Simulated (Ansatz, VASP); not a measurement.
TiC: VASP beside Ansatz

```
Ti C
1.0
     0.00000    2.20644    2.20644
     2.20644    0.00000    2.20644
     2.20644    2.20644    0.00000
Ti C
1 1
Cartesian
  0.0000 0.0000 0.0000
  2.2064 2.2064 2.2064
```

Change from the starting cell: volume scaled by 1.06, ions relaxed.

Alike in both runs: functional PBE; k mesh 18 × 18 × 18; occupations fermi-dirac, width 0.05 eV; no spin polarisation.

Ansatz relaxed the structure, and its values are those at the end. VASP's run is a single point on that final structure, the one shown.

```csv
,VASP,Ansatz
version,VASP 6.6.1,Ansatz 0.2.0
potentials or method,"VASP PAW PBE potentials, release 64 (Ti_sv, C)","plane-wave PAW, scalar-relativistic"
plane-wave cutoff (eV),520,420
valence electrons in the cell,16,16
```

VASP gave:

| Property | Result |
| --- | --- |
| pressure (GPa) | -12.0 |

What did Ansatz give for the same quantities?

Pressure (GPa): -12.3.

Ansatz warned: «stress_scf_threshold_loose».
